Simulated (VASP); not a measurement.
# Se (P3_121) in VASP: further runs

Runs on Se. Level: r2SCAN. Tasks: relaxation of cell and atoms.

All numbers are computed with VASP 6.6.1; they aren't measurements. Logs are shortened: lines on timing, memory, paths and dates and some standing lists are left out, and cuts for length are marked.

## (1) The structure

Symmetry: P3_121, No. 152, trigonal system. The conventional cell has a = 4.366 Å, b = 4.366 Å, c = 4.954 Å, α = 90.00°, β = 90.00°, γ = 120.00°. Se (site symmetry 2) is surrounded by 2 Se at 2.37 Å.

## (2) Relaxation of cell and atoms, r2SCAN

Input file INCAR:

```
PREC     = Accurate       # precision mode
ENCUT    = 600            # plane-wave cutoff, eV
EDIFF    = 1E-6           # SCF threshold, eV
ISMEAR   = 0              # smearing method
SIGMA    = 0.03           # smearing width, eV
LREAL    = F              # projectors in reciprocal space
LASPH    = T              # aspherical terms in the spheres
NELM     = 80             # most SCF steps
ALGO     = Normal         # electronic algorithm
ISIF     = 3              # what is computed and relaxed
LWAVE    = F              # write WAVECAR
LCHARG   = F              # write CHGCAR
METAGGA  = R2SCAN         # meta-GGA
LMIXTAU  = T            
IBRION   = 2              # ionic algorithm
NSW      = 90             # ionic steps
EDIFFG   = -0.01          # ionic threshold
```

Input file KPOINTS:

```
Automatic mesh
0
Gamma
  9 9 6
```

Input file POSCAR:

```
Se
1.0
    4.3662000000      0.0000000000      0.0000000000
   -2.1831000000      3.7812401180      0.0000000000
    0.0000000000      0.0000000000      4.9536000000
Se
3
Direct
    0.2254000000      0.0000000000      0.3333333333
    0.0000000000      0.2254000000      0.6666666667
    0.7746000000      0.7746000000      0.0000000000
```

Potentials or basis: VASP PAW PBE potentials, release 64 (Se).

The run is started by

```sh
cat potpaw_PBE.64/Se/POTCAR > POTCAR
mpirun -np 1 vasp_std > vasp.out
```

OUTCAR:

```text
PREC = Accurate
   ENCUT = 600
   EDIFF = 1E-6
   ISMEAR = 0
   LREAL = F
   LASPH = T
   NELM = 80
   ISIF = 3
   METAGGA = R2SCAN
   IBRION = 2
   NSW = 90
   EDIFFG = -0.01

 ion  position               nearest neighbor table
   1  0.225  0.000  0.333-   3 2.37   2 2.37
   2  0.000  0.225  0.667-   3 2.37   1 2.37
   3  0.775  0.775  0.000-   2 2.37   1 2.37

  LATTYP: Found a hexagonal cell.
 ALAT       =     4.3662000000
 C/A-ratio  =     1.1345334616

  Lattice vectors:

 A1 = (   4.3662000000,   0.0000000000,   0.0000000000)
 A2 = (  -2.1831000000,   3.7812401180,   0.0000000000)
 A3 = (   0.0000000000,   0.0000000000,   4.9536000000)

Analysis of symmetry for initial positions (statically):
=====================================================================
 Subroutine PRICEL returns:
 Original cell was already a primitive cell.

 Routine SETGRP: Setting up the symmetry group for a
 hexagonal supercell.

 Subroutine GETGRP returns: Found  6 space group operations
 (whereof  2 operations were pure point group operations)
 out of a pool of 24 trial point group operations.

The static configuration has the point symmetry C_2 .
 The point group associated with its full space group is D_3 .

Analysis of symmetry for dynamics (positions and initial velocities):
=====================================================================
 Subroutine PRICEL returns:
 Original cell was already a primitive cell.

 Routine SETGRP: Setting up the symmetry group for a
 hexagonal supercell.

 Subroutine GETGRP returns: Found  6 space group operations
 (whereof  2 operations were pure point group operations)
 out of a pool of 24 trial point group operations.

The dynamic configuration has the point symmetry C_2 .
 The point group associated with its full space group is D_3 .

 Subroutine INISYM returns: Found  6 space group operations
 (whereof  2 operations are pure point group operations),
 and found     1 'primitive' translations

----------------------------------------------------------------------------------------

                                     Primitive cell

  volume of cell :      81.7822

  direct lattice vectors                    reciprocal lattice vectors
     4.366200000  0.000000000  0.000000000     0.229032110  0.132231751  0.000000000
    -2.183100000  3.781240118  0.000000000     0.000000000  0.264463501  0.000000000
     0.000000000  0.000000000  4.953600000     0.000000000  0.000000000  0.201873385

  length of vectors
     4.366200000  4.366200000  4.953600000     0.264463501  0.264463501  0.201873385

  position of ions in fractional coordinates (direct lattice)
     0.225400000  0.000000000  0.333333333
     0.000000000  0.225400000  0.666666667
     0.774600000  0.774600000  0.000000000

  ion indices of the primitive-cell ions
   primitive index   ion index
                 1           1
                 2           2
                 3           3

----------------------------------------------------------------------------------------

 KPOINTS: Automatic mesh

Automatic generation of k-mesh.
 Grid dimensions read from file:
 generate k-points for:    9    9    6

 Generating k-lattice:

  Cartesian coordinates                     Fractional coordinates (reciprocal lattice)
     0.025448012  0.014692417  0.000000000     0.111111111  0.000000000  0.000000000
     0.000000000  0.029384833  0.000000000     0.000000000  0.111111111  0.000000000
     0.000000000  0.000000000  0.033645564     0.000000000  0.000000000  0.166666667

  Length of vectors
     0.029384833  0.029384833  0.033645564

  Shift w.r.t. Gamma in fractional coordinates (k-lattice)
     0.000000000  0.000000000  0.000000000

 Subroutine IBZKPT returns following result:
 ===========================================

 Found     62 irreducible k-points:

 Following reciprocal coordinates:
            Coordinates               Weight
  0.000000  0.000000  0.000000      1.000000
  0.111111  0.000000  0.000000      6.000000
  0.222222  0.000000  0.000000      6.000000
  0.333333  0.000000  0.000000      6.000000
  0.444444  0.000000  0.000000      6.000000
  0.111111  0.111111  0.000000      6.000000
[... 16 lines left out ...]
  0.222222  0.111111  0.166667     12.000000
 -0.111111  0.333333  0.166667     12.000000
 [... further k-points ...]
   k-points           NKPTS =     62   k-points in BZ     NKDIM =     62   number of bands    NBANDS=     13
   number of dos      NEDOS =    301   number of ions     NIONS =      3
   total plane-waves  NPLWV =  51840
   dimension x,y,z NGX =    36 NGY =   36 NGZ =   40
   dimension x,y,z NGXF=    72 NGYF=   72 NGZF=   80
   ions per type =               3
   NGX,Y,Z   is equivalent  to a cutoff of  13.71, 13.71, 13.42 a.u.
   NGXF,Y,Z  is equivalent  to a cutoff of  27.41, 27.41, 26.85 a.u.
 SYSTEM =  unknown system
   PREC   = accura    normal or accurate (medium, high low for compatibility)
   ISTART =      0    job   : 0-new  1-cont  2-samecut
   ICHARG =      2    charge: 1-file 2-atom 10-const
   ISPIN  =      1    spin polarized calculation?
   LNONCOLLINEAR =      F non collinear calculations
   LSORBIT =      F    spin-orbit coupling
   LASPH  =      T    aspherical Exc in radial PAW
   ENCUT  =  600.0 eV  44.10 Ry    6.64 a.u.   8.72  8.72  9.89*2*pi/ulx,y,z
   NELM   =     80;   NELMIN=  2; NELMDL= -5     # of ELM steps
   EDIFF  = 0.1E-05   stopping-criterion for ELM
   LREAL  =      F    real-space projection
   EDIFFG = -.1E-01   stopping-criterion for IOM
   NSW    =     90    number of steps for IOM
   IBRION =      2    ionic relax: 0-MD 1-quasi-New 2-CG
   NFREE  =      1    steps in history (QN), initial steepest desc. (CG)
   ISIF   =      3    stress and relaxation
   ISYM   =      2    0-nonsym 1-usesym 2-fastsym
   POTIM  = 0.5000    time-step for ionic-motion
   TEBEG  =    0.0;   TEEND  =   0.0 temperature during run
   PSTRESS=    0.0 pullay stress
   NELECT =      18.0000    total number of electrons
   NUPDOWN=      -1.0000    fix difference up-down
   EMIN   =  10.00;   EMAX   =-10.00  energy-range for DOS
   EFERMI =   0.00;   METHOD = LEGACY
   ISMEAR =     0;   SIGMA  =   0.03  broadening in eV -4-tet -1-fermi 0-gaus
   EFERMI_NEDOS =   21; number of points for ismear=-14 and -15
   IALGO  =     38    algorithm
   IMIX   =      4    mixing-type and parameters
     AMIX     =   0.40;   BMIX     =  1.00
     AMIX_MAG =   1.60;   BMIX_MAG =  1.00
  volume/ion in A,a.u.               =      27.26       183.96
  Fermi-wavevector in a.u.,A,eV,Ry     =   0.988430  1.867862 13.292817  0.976995
  Thomas-Fermi vector in A             =   2.119956
   LORBIT       =      0    0 simple, 1 ext, 2 COOP (PROOUT), +10 PAW based schemes
   METAGGA = R2SCAN    functional components
   LHFCALC =     F    Hartree Fock is set to
   AEXX    =    0.0000 exact exchange contribution
   IVDW    =     0    specifies the selected vdW correction
   LEPSILON=     F    determine dielectric tensor
   LRPA    =     F    only Hartree local field effects (RPA)
 conjugate gradient relaxation of ions
 non-spin polarized calculation
 Gauss-broadening in eV      SIGMA  =   0.03
  energy-cutoff  :      600.00
  volume of cell :       81.78
 maximum number of plane-waves:      2756
 NGX is ok and might be reduce to    36
   NGX = 17   NGY = 17   NGZ = 19

--------------------------------------- Ionic step        1  -------------------------------------------

 number of electron      18.0000000 magnetization

 Free energy of the ion-electron system (eV)
  ---------------------------------------------------
  ext. energy  EPLUGINS =         0.00000000
  ---------------------------------------------------
  free energy    TOTEN  =       -42.91356133 eV

  energy without entropy =      -42.91356133  energy(sigma->0) =      -42.91356133

------------------------ aborting loop because EDIFF is reached ----------------------------------------

  FORCE on cell =-STRESS in cart. coord.  units (eV):
  Direction    XX          YY          ZZ          XY          YZ          ZX
  --------------------------------------------------------------------------------------
  -------------------------------------------------------------------------------------
  Total        0.5275855      0.5275855      0.9522214      0.0000000      0.0000000     -0.0000000
  in kB       10.3358122     10.3358122     18.6547607      0.0000000      0.0000000     -0.0000000
  external PRESSURE =      13.1087950 kB  Pullay stress =       0.0000000 kB
[... 92 lines left out ...]
  FREE ENERGIE OF THE ION-ELECTRON SYSTEM (eV)
  ---------------------------------------------------
  free  energy   TOTEN  =       -42.9202492965 eV

  energy  without entropy=      -42.9202492965  energy(sigma->0) =      -42.92024930

[... ionic steps 4 to 8 ...]

--------------------------------------- Ionic step        9  -------------------------------------------

 number of electron      18.0000000 magnetization

------------------------ aborting loop because EDIFF is reached ----------------------------------------

  FORCE on cell =-STRESS in cart. coord.  units (eV):
  Direction    XX          YY          ZZ          XY          YZ          ZX
  --------------------------------------------------------------------------------------
  -------------------------------------------------------------------------------------
  Total        0.1001286      0.1001286      0.1649151      0.0000000      0.0000000      0.0000000
  in kB        1.8312247      1.8312247      3.0160873      0.0000000      0.0000000      0.0000000
  external PRESSURE =       2.2261789 kB  Pullay stress =       0.0000000 kB
[... 59 lines left out ...]
  energy  without entropy=      -42.9291030960  energy(sigma->0) =      -42.92910310

--------------------------------------- Ionic step       11  -------------------------------------------

 number of electron      18.0000000 magnetization

 Free energy of the ion-electron system (eV)
  ---------------------------------------------------
  ext. energy  EPLUGINS =         0.00000000
  ---------------------------------------------------
  free energy    TOTEN  =       -42.92910351 eV

  energy without entropy =      -42.92910351  energy(sigma->0) =      -42.92910351

 E-fermi :   1.8832     XC(G=0):  -8.9250

 val. band max:        1.7402959355   @ k =   0.4444   0.1111   0.5000
 cond. band min:       3.0609575099   @ k =   0.3333   0.3333   0.5000
 fundamental gap:      1.3206615745
 Fermi energy:         1.8831898990

 k-point     1 :       0.0000    0.0000    0.0000
  band No.  band energies     occupation
      1     -14.4844      2.00000
      2     -10.2820      2.00000
      3     -10.2820      2.00000
      4      -2.2280      2.00000
      5      -2.2280      2.00000
      6      -1.9012      2.00000
      7      -0.3123      2.00000
      8      -0.3123      2.00000
      9       1.3573      2.00000
     10       4.0036      0.00000
     11       4.0036      0.00000
     12       4.3395      0.00000
     13       8.2207      0.00000
[... 353 lines left out ...]
 k-point    24 :      -0.1111    0.3333    0.1667
  band No.  band energies     occupation
      1     -14.1291      2.00000
      2     -11.3822      2.00000
      3      -9.4827      2.00000
      4      -3.1685      2.00000
      5      -2.9656      2.00000
      6      -1.6247      2.00000
      7      -0.4369      2.00000
      8       0.1867      2.00000
      9       1.0775      2.00000
     10       3.8475      0.00000
     11       4.3775      0.00000
     12       4.8471      0.00000
     13       8.2452      0.00000

 [... further k-points ...]
[... 5 lines left out ...]
  --------------------------------------------------------------------------------------
  -------------------------------------------------------------------------------------
  Total        0.0076510      0.0076510     -0.0212950      0.0000000      0.0000000      0.0000000
  in kB        0.1398884      0.1398884     -0.3893491      0.0000000      0.0000000      0.0000000
  external PRESSURE =      -0.0365241 kB  Pullay stress =       0.0000000 kB
[... 18 lines left out ...]
  FREE ENERGIE OF THE ION-ELECTRON SYSTEM (eV)
  ---------------------------------------------------
  free  energy   TOTEN  =       -42.9291035150 eV

  energy  without entropy=      -42.9291035150  energy(sigma->0) =      -42.92910351

 reached required accuracy - stopping structural energy minimisation
```

Run time: 26 min. Hardware: 1 thread of Intel Xeon Platinum 8259CL at 2.50GHz (Skylake/Cascade Lake), shared host; peak memory 0.28 GiB.

What came out:

```
Free energy                            : -42.9291 eV
Relaxed volume                         : 29.21 Å³/atom
Relaxed cell                           : a = 4.501 Å, b = 4.501 Å, c = 4.994 Å, α = 90.00°, β = 90.00°, γ = 120.00°
Space group after relaxing (to 0.05 Å) : P3_121 (No. 152)
Energy gained by relaxing              : 5.2 meV/atom
Ionic steps                            : 11
Pressure after relaxing                : 0.0 GPa
Largest force after relaxing           : 0.009 eV/Å
Band gap on the k mesh                 : 1.32 eV, indirect (least direct gap 1.57 eV)
```

Forces in eV/Å, atoms in the order of the input:
```
Se   0.009  0.000  0.000
Se  -0.005  0.008  0.000
Se  -0.005 -0.008  0.000
```

The path:
```tsv
step	energy change (eV)	largest force (eV/Å)	pressure (GPa)	volume (Å³)
1	0.0000	0.0562	1.31	81.78
2	-0.0029	0.3001	-0.80	84.45
3	-0.0067	0.1517	0.07	83.29
4	-0.0094	0.1071	0.08	83.76
5	-0.0119	0.0075	0.10	84.90
6	-0.0131	0.0024	0.03	85.46
7	-0.0150	0.0315	-0.18	87.13
8	-0.0152	0.0405	-0.23	87.65
9	-0.0153	0.0581	0.22	87.60
10	-0.0155	0.0116	0.00	87.63
11	-0.0155	0.0095	0.00	87.63
```

Final structure:
```
Se
1.0
     4.50107    0.00000    0.00000
    -2.25053    3.89804    0.00000
     0.00000    0.00000    4.99445
Se
3
Direct
  0.21714 0.00000 0.33333
  0.00000 0.21714 0.66667
  0.78286 0.78286 0.00000
```

Caveat: the PAW data sets were made with another functional, which shifts forces and pressure a little; an odd mesh through Γ misses points on the zone boundary, where band edges often lie. r2SCAN opens gaps a little over a GGA but as a rule still falls short of measured ones.

## (3) Relaxation of cell and atoms, r2SCAN

This run uses another cell than the first one, of 29.21 Å³/atom, 1.071 times its volume.

Edit INCAR of step 2 so:

```diff
@@ -2,3 +2,3 @@
 ENCUT    = 600            # plane-wave cutoff, eV
-EDIFF    = 1E-6           # SCF threshold, eV
+EDIFF    = 1E-7           # SCF threshold, eV
 ISMEAR   = 0              # smearing method
@@ -16,2 +16,2 @@
 NSW      = 90             # ionic steps
-EDIFFG   = -0.01          # ionic threshold
+EDIFFG   = -0.005         # ionic threshold
```

KPOINTS is that of step 2.

Input file POSCAR:

```
Se                                      
1.0
    4.5010656177      0.0000000000      0.0000000000
   -2.2505328088      3.8980371690      0.0000000000
    0.0000000000      0.0000000000      4.9944494607
  Se            
     3
Direct
     0.2171437412086163    0.0000000000000000    0.3333333332999970
     0.0000000000000000    0.2171437412086163    0.6666666667000030
     0.7828562587913837    0.7828562587913837    0.0000000000000000
```

Potentials or basis: VASP PAW PBE potentials, release 64 (Se).

The run is started by

```sh
cat potpaw_PBE.64/Se/POTCAR > POTCAR
mpirun -np 1 vasp_std > vasp.out
```

Wall time 14 min (1 thread of Intel Xeon Platinum 8259CL at 2.50GHz (Skylake/Cascade Lake), shared host); peak memory 0.28 GiB.

Results (log left out):

- Free energy: -42.9299 eV
- Relaxed volume: 29.19 Å³/atom
- Relaxed cell: a = 4.502 Å, b = 4.502 Å, c = 4.989 Å, α = 90.00°, β = 90.00°, γ = 120.00°
- Space group after relaxing (to 0.05 Å): P3_121 (No. 152)
- Energy gained by relaxing: 0.0 meV/atom
- Ionic steps: 5
- Pressure after relaxing: 0.0 GPa
- Band gap on the k mesh: 1.33 eV, indirect (least direct gap 1.58 eV)

Final structure:
```
CELL_PARAMETERS angstrom
4.50185 0.00000 0.00000
-2.25093 3.89872 0.00000
0.00000 0.00000 4.98896
ATOMIC_POSITIONS crystal
Se 0.21737 0.00000 0.33333
Se 0.00000 0.21737 0.66667
Se 0.78263 0.78263 0.00000
```

Levels at points of the mesh, in eV from the valence-band top:
| k point | band 6 | band 7 | band 8 | band 9 | band 10 | band 11 | band 12 | band 13 |
| --- | --- | --- | --- | --- | --- | --- | --- | --- |
| (0.00, 0.00, 0.00) | -3.65 | -2.06 | -2.06 | -0.38 | 2.26 | 2.26 | 2.59 | 6.49 |
| (0.00, 0.00, 0.50) | -3.47 | -1.44 | -1.44 | -1.06 | 1.57 | 1.65 | 1.65 | 7.01 |

Caveat: the PAW data sets were made with another functional, which shifts forces and pressure a little; an odd mesh through Γ misses points on the zone boundary, where band edges often lie. r2SCAN opens gaps a little over a GGA but as a rule still falls short of measured ones.
